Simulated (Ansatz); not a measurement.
Level of theory: DFT PBE, scalar-relativistic, plane waves, PAW in Ansatz. Settings: cutoff 420 eV, Γ-centred meshes spaced at most about 0.3 Å⁻¹ (2π included), Gaussian smearing. No spin polarisation.

Temperature and zero-point effects are left out.

Two relaxed structures of HfSi2O6:

A.

```yaml
crystal:
  lattice:
    - [2.60787, -4.94798, 0.00000]
    - [2.60787, 4.94798, 0.00000]
    - [0.00000, 0.00000, 6.01964]
  atoms:
    - { symbol: Hf, position: [0.50000, 0.50000, 0.00000] }
    - { symbol: Si, position: [0.50000, 0.00000, 0.34434] }
    - { symbol: Si, position: [0.00000, 0.50000, 0.65566] }
    - { symbol: O, position: [0.82331, 0.58897, 0.81125] }
    - { symbol: O, position: [0.22341, 0.77659, 0.50000] }
    - { symbol: O, position: [0.58897, 0.82331, 0.18875] }
    - { symbol: O, position: [0.17669, 0.41103, 0.81125] }
    - { symbol: O, position: [0.77659, 0.22341, 0.50000] }
    - { symbol: O, position: [0.41103, 0.17669, 0.18875] }
```

B.

```yaml
crystal:
  lattice:
    - [-1.68500, 1.68500, 7.23516]
    - [1.68500, -1.68500, 7.23516]
    - [1.68500, 1.68500, -7.23516]
  atoms:
    - { symbol: Hf, position: [0.00000, 0.00000, 0.00000] }
    - { symbol: Si, position: [0.32949, 0.32949, 0.00000] }
    - { symbol: Si, position: [0.67051, 0.67051, 0.00000] }
    - { symbol: O, position: [0.90792, 0.40792, 0.50000] }
    - { symbol: O, position: [0.25000, 0.75000, 0.50000] }
    - { symbol: O, position: [0.59208, 0.09208, 0.50000] }
    - { symbol: O, position: [0.75000, 0.25000, 0.50000] }
    - { symbol: O, position: [0.09208, 0.59208, 0.50000] }
    - { symbol: O, position: [0.40792, 0.90792, 0.50000] }
```

Question: Which form is favoured at zero pressure, and by what margin per atom?

Answer: A is lower, by 0.94 eV/atom. A has space group C222 (No. 21), 17.3 Å³/atom and a gap of 4.94 eV on its mesh; B has Hf and Si ordered on fluorite sites, space group I4/mmm (No. 139), 9.1 Å³/atom and a gap of 0.38 eV. Counting O atoms around Hf and Si (those within 1.25 times the shortest such distance or 1.15 times the sum of covalent radii), A has Hf 4, Si 4 and B has Hf 8, Si 8. The lower one is the more open, so pressure narrows the difference. In A, Hf has 4 O at 1.95 Å; around Si lie 4 O at 1.63 Å; around O on a site of symmetry 1 lie 1 Si at 1.63 Å and 1 Hf at 1.95 Å; 1 more site not described. In B, around Hf lie 8 O at 2.15 Å; Si has 8 O at 2.03–2.04 Å; around O on a site of symmetry 2mm lie 2 Si at 2.03 Å, 2 Hf at 2.15 Å, 5 O at 2.29–2.38 Å and 1 O at 2.66 Å; 1 more site not described. Both come from invented guesses. Shaken at random and relaxed again, A falls into a cell with space group C2 (No. 5), 7 meV/atom lower and the lowest form computed, so it is a saddle point or a shallow minimum.

These runs have no spin–orbit coupling, which can matter for Hf. Kohn–Sham gaps at this level usually fall short of measured ones. Cells without such a test can be saddle points. Some candidate types were left out of the draw beforehand, so a known form may be missing.
